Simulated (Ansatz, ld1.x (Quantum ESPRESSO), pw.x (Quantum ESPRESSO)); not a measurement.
## Equation-of-state test of one TM potential (Re)

| Item | Value |
| --- | --- |
| Element | rhenium (Re) |
| Generator | ld1.x (Quantum ESPRESSO) 7.5 |
| Type | norm-conserving Troullier–Martins (Kleinman–Bylander form) |
| Functional | PBE |
| Relativity | scalar-relativistic |
| Frozen core | [Xe] 4f14 |
| Valence charge | 7 |
| Reference configuration | 5d5 6s2 6p0 |
| Partial waves | 6s (bound): rc 2.60 bohr; 6p (bound, empty): rc 3.15 bohr; 5d (bound): rc 1.85 bohr |
| Local potential | all-electron potential smoothed inside 2.40 bohr (lloc = -1) |
| Core correction | none |

Atomic tests: cutoffs needed: 35 Ry and 40 Ry (the cutoffs (Ry, on a coarse ladder) from which the occupation-weighted sum of valence levels, in a spherical-Bessel basis at the reference potential, stays within 10 and 1 mRy of its value at 400 Ry); ghost test: ghost state, extra bound levels that the all-electron valence spectrum of the same l lacks: s at -1.08 eV; a true bound ghost makes a file unfit for plane-wave use (spherical-Bessel basis up to 400 Ry, 20 bohr box); largest excitation error: +109 meV (all-electron minus pseudo) for 5d4 6s0 6p0, out of 7 test configurations.

Crystal test: fcc Re in pw.x 7.5, no spin, 14³ k-points, Fermi–Dirac smearing 0.01 Ry, cutoffs 50/200 Ry. The reference is all-electron LAPW (Ansatz 0.2.0) with the same functional, mesh and smearing; V0 and B0 come from Birch–Murnaghan fits to the pressures at five volumes. Errors are pseudo minus all-electron; Δ is the rms difference of the E(V) curves that follow from these fits, minima aligned, over ±6 % about the mean V0. Mesh and smearing are coarse, so the numbers serve the comparison and aren't converged zero-temperature values; the lattice is a test structure that the element need not adopt.

```tsv
V (Å³/atom)	P all-electron (GPa)	P pseudo (GPa)
14.246	21.20	16.44
14.621	10.13	5.96
14.996	0.45	-3.20
15.371	-8.00	-11.21
15.746	-15.36	-18.19
```

All-electron: a0 = 3.916 Å (V0 = 15.01 Å³/atom), B0 = 359.1 GPa.

Pseudopotential: mean pressure error (GPa): -3.73; a0 (Å): 3.903; a0 error (%): -0.35; B0 error (%): -0.8; Δ (meV/atom): 12.3. The largest radius (3.15 bohr) exceeds half the bond length (2.62 bohr), so the spheres overlap, which is one possible source of error among others. Note: ghost state, extra bound levels that the all-electron valence spectrum of the same l lacks: s at -1.08 eV. A true bound ghost makes a file unfit for plane-wave use. The logarithmic derivative shows an extra or strongly shifted pseudo pole above the reference energy (s near -0.10 Ry).

Problem. At the middle volume, how do free energy and pressure move when the wave cutoff is lowered (ecutrho kept at four times it)?

Solution.

| cutoff (Ry) | shift of F (meV/atom) | shift of P (GPa) |
| --- | --- | --- |
| 22 | +1802.3 | -71.64 |
| 30 | +142.8 | -10.38 |
| 40 | +1.9 | -0.26 |

Input at the middle volume:

```
&control
  calculation='scf', prefix='x', pseudo_dir='./', outdir='./tmp', tstress=.true., disk_io='none'
/
&system
  ibrav=0, nat=1, ntyp=1, ecutwfc=50, ecutrho=200, nbnd=11,
  occupations='smearing', smearing='fd', degauss=0.01
/
&electrons
  conv_thr=1e-09, mixing_beta=0.4, electron_maxstep=70
/
ATOMIC_SPECIES
Re 1.0 Re.UPF
CELL_PARAMETERS angstrom
  0.00000000 1.95725981 1.95725981
  1.95725981 0.00000000 1.95725981
  1.95725981 1.95725981 0.00000000
ATOMIC_POSITIONS crystal
Re 0.0000 0.0000 0.0000
K_POINTS automatic
14 14 14 0 0 0
```

```bash
pw.x < Re.scf.in > Re.scf.out
```

Lines of the output:

```
Message from routine setup:
     using ibrav=0 with symmetry is DISCOURAGED, use correct ibrav instead
     lattice parameter (alat)  =       5.2307  a.u.
     unit-cell volume          =     101.1980 (a.u.)^3
     number of electrons       =         7.00
     number of Kohn-Sham states=           11
     kinetic-energy cutoff     =      50.0000  Ry
     charge density cutoff     =     200.0000  Ry
     scf convergence threshold =      1.0E-09
     Exchange-correlation= PBE
     number of k points=   104  Fermi-Dirac smearing, width (Ry)=  0.0100
     iteration #  1     ecut=    50.00 Ry     beta= 0.40
     total energy              =     -22.21431129 Ry
     estimated scf accuracy    <       0.04770241 Ry
     iteration #  2     ecut=    50.00 Ry     beta= 0.40
     total energy              =     -22.21322648 Ry
     estimated scf accuracy    <       0.00732446 Ry
     iteration #  3     ecut=    50.00 Ry     beta= 0.40
     total energy              =     -22.21433965 Ry
     estimated scf accuracy    <       0.00011350 Ry
     iteration #  4     ecut=    50.00 Ry     beta= 0.40
     total energy              =     -22.21435290 Ry
     estimated scf accuracy    <       0.00001368 Ry
     iteration #  5     ecut=    50.00 Ry     beta= 0.40
     total energy              =     -22.21435561 Ry
     estimated scf accuracy    <       0.00000107 Ry
     iteration #  6     ecut=    50.00 Ry     beta= 0.40
     total energy              =     -22.21435588 Ry
     estimated scf accuracy    <       0.00000004 Ry
     iteration #  7     ecut=    50.00 Ry     beta= 0.40
     total energy              =     -22.21435589 Ry
     estimated scf accuracy    <          2.6E-09 Ry
     iteration #  8     ecut=    50.00 Ry     beta= 0.40
     the Fermi energy is    17.0260 ev
!    total energy              =     -22.21435589 Ry
     estimated scf accuracy    <          3.9E-12 Ry
     smearing contrib. (-TS)   =      -0.00416799 Ry
     The total energy is F=E-TS. E is the sum of the following terms:
     one-electron contribution =      12.89322485 Ry
     hartree contribution      =       0.41545299 Ry
     xc contribution           =      -5.14885016 Ry
     ewald contribution        =     -30.37001558 Ry
     convergence has been achieved in   8 iterations
          total   stress  (Ry/bohr**3)                   (kbar)     P=      -32.01
     Message from routine punch:
     Nothing written, as per user request (disk_io='none')
```

The run at the middle volume (104 k-points, 8 iterations) took about 14 s on one core of a shared host (Neoverse-N1, 64 threads, 124 GiB, load 58).
